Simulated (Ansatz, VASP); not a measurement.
# SiC: VASP beside Ansatz

```
Si C
1.0
     1.35281    0.78105    4.41826
    -1.35281    0.78105    4.41826
     0.00000   -1.56209    4.41826
Si C
1 1
Direct
  0.00000 0.00000 0.00000
  0.50000 0.50000 0.50000
```

Alike in both runs: task single point; functional PBE; k mesh 6 × 6 × 6; occupations gaussian, width 0.1 eV; collinear spin.

```csv
,VASP,Ansatz
version,VASP 6.6.1,Ansatz 0.2.0
potentials or method,"VASP PAW PBE potentials, release 64 (Si, C)","scalar-relativistic, plane waves, PAW"
plane-wave cutoff (eV),520,420
valence electrons in the cell,8,8
```

```tsv
	VASP	Ansatz	Ansatz less VASP
gap on the k mesh at the Fermi level (eV)	none	none	-
pressure (GPa)	-18.5	-18.5	0.00
largest component of the traceless stress (GPa)	11.91	11.93	+0.018
net moment per atom (μB)	0.00	0.00	0.000
```

A gap of «none» marks a metal or a gap that the smearing closes. Ansatz warned: «seeded_moment_not_kept».

Caveats: the k mesh is coarse (spacing up to 0.45 Å⁻¹), so the values aren't converged; so large a pressure means that the cell lies far from this level's equilibrium, or that cutoff or potentials fall short (VASP).
